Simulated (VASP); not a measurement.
Wanted: the native input for a VASP 6.6.1 run.

```
Task                   : relaxation of cell and atoms
Functional             : PBEsol
Potentials or basis    : VASP PAW PBE potentials, release 64 (Os)
Cutoff                 : 600 eV
k mesh                 : 20 × 20 × 20
Occupations            : gaussian, width 0.1 eV
Spin                   : no spin polarisation
Further INCAR settings : ALGO = Fast; EDIFF = 1e-07; IBRION = 2; EDIFFG = -0.005; NSW = 90; ISIF = 3
```

The structure of Os lies in POSCAR:

```
Os
1.0
   -1.5182944900      1.5182944900      1.5182944900
    1.5182944900     -1.5182944900      1.5182944900
    1.5182944900      1.5182944900     -1.5182944900
Os
1
Direct
    0.0000000000      0.0000000000      0.0000000000
```

This isn't the form of Os at room conditions, which is hcp.

One way to write it, as run:

INCAR

```
SYSTEM = Os
ALGO = Fast
EDIFF = 1E-7
EDIFFG = -0.005
ENCUT = 600
GGA = PS
IBRION = 2
ISIF = 3
ISMEAR = 0
LASPH = .True.
LCHARG = .False.
LREAL = .False.
LWAVE = .False.
NELM = 100
NSW = 90
PREC = Accurate
SIGMA = 0.1
```

KPOINTS

```
k-points
0
Gamma
  20 20 20
  0 0 0
```

Potentials or basis: VASP PAW PBE potentials, release 64 (Os).

Run with:

```console
$ cat potpaw_PBE.64/Os/POTCAR > POTCAR
$ mpirun -np 1 vasp_std > vasp.out
```

Results of the run:

```yaml
Relaxed_volume: 14.38 Å³/atom
Relaxed_cell: a = 2.653 Å, b = 2.653 Å, c = 2.653 Å, α = 109.47°, β = 109.47°, γ = 109.47°
Space_group_after_relaxing_to_0.05_Å: Im-3m (No. 229)
Energy_gained_by_relaxing: 13.0 meV/atom
Ionic_steps: 4
Pressure_after_relaxing: 0.0 GPa
Band_gap_on_the_k_mesh: none (metal or under the smearing width)
```

Caveat: the PAW data sets were made with another functional, which shifts forces and pressure a little.

It took 40 s on 1 thread of Intel(R) Xeon(R) 6975P-C (Granite Rapids) (shared host), peak memory 0.18 GiB.
